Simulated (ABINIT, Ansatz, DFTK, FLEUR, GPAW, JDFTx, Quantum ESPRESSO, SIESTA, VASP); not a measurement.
**One calculation of MoS2, 9 ways**

```xyz
6
Lattice="3.1690 0.0000 0.0000 -1.5845 2.7444 0.0000 0.0000 0.0000 12.3240" Properties=species:S:1:pos:R:3 pbc="T T T"
Mo    1.5845    0.9148    9.2430
Mo    0.0000    1.8296    3.0810
S     1.5845    0.9148    4.6461
S     0.0000    1.8296   10.8081
S     1.5845    0.9148    1.5159
S     0.0000    1.8296    7.6779
```

Alike in all runs: task single point; functional PBE; k mesh 10 × 10 × 3; occupations fermi-dirac, width 0.05 eV; no spin polarisation; no spin-orbit coupling. Pressure is positive in compression and, in plane waves, holds the error of the finite cutoff, which Ansatz's Pulay term estimates and takes out.

| program and potentials | plane-wave cutoff (eV) | notes | pressure (GPa) | largest force (eV/Å) |
| --- | --- | --- | --- | --- |
| SIESTA, files PseudoDojo sr-pbe-0.4.1-standard, DZP (energy shift 0.003 Ry; two zetas on semicore shells) | - | atomic basis | 4.72 | 0.343 |
| JDFTx, PseudoDojo-SR-PBE-0.5-standard | 1088 | - | 2.05 | 0.056 |
| FLEUR, all-electron, FLAPW | - | - | - | 0.056 |
| VASP, PBE PAW files Mo_sv, S, 520 eV | 520 | - | 1.86 | 0.078 |
| Quantum ESPRESSO, SSSP 1.3 efficiency PBE | 816 | - | 1.91 | 0.066 |
| Ansatz, Ansatz PAW (earlier soft set) | 420 | Pulay term of +0.03 GPa included | 1.99 | 0.065 |
| ABINIT, JTH PAW PBE v2.0 | 544 | - | 2.02 | 0.060 |
| DFTK, PseudoDojo SR PBE 0.4.1 standard (PBE) | 1088 | - | 2.04 | 0.057 |
| GPAW, GPAW PAW data sets (gpaw-data 1.2.1) | 600 | - | 1.94 | 0.057 |

Force on atom 3 (S), eV/Å:

```tsv
program and potentials	x	y	z
SIESTA, files PseudoDojo sr-pbe-0.4.1-standard, DZP (energy shift 0.003 Ry; two zetas on semicore shells)	0.000	0.000	0.343
JDFTx, PseudoDojo-SR-PBE-0.5-standard	0.000	0.000	-0.056
FLEUR, all-electron, FLAPW	0.000	0.000	-0.056
VASP, PBE PAW files Mo_sv, S, 520 eV	0.000	0.000	-0.078
Quantum ESPRESSO, SSSP 1.3 efficiency PBE	0.000	0.000	-0.066
Ansatz, Ansatz PAW (earlier soft set)	0.000	0.000	-0.065
ABINIT, JTH PAW PBE v2.0	0.000	0.000	-0.060
DFTK, PseudoDojo SR PBE 0.4.1 standard (PBE)	0.000	0.000	-0.057
GPAW, GPAW PAW data sets (gpaw-data 1.2.1)	0.000	0.000	-0.057
```

The pressure spans 1.86 (VASP, PBE PAW files Mo_sv, S, 520 eV) to 4.72 GPa (SIESTA, files PseudoDojo sr-pbe-0.4.1-standard, DZP (energy shift 0.003 Ry; two zetas on semicore shells)). The pressure on the cell as given of SIESTA, files PseudoDojo sr-pbe-0.4.1-standard, DZP (energy shift 0.003 Ry; two zetas on semicore shells) lies far from the others; the cause wasn't traced. Rows in atomic bases carry the error of their basis and grid, which can be large.

Differences between rows come from potentials, basis sets and numerical settings, since the functional is the same but for its coding. Runs on potential files found faulty are left out.
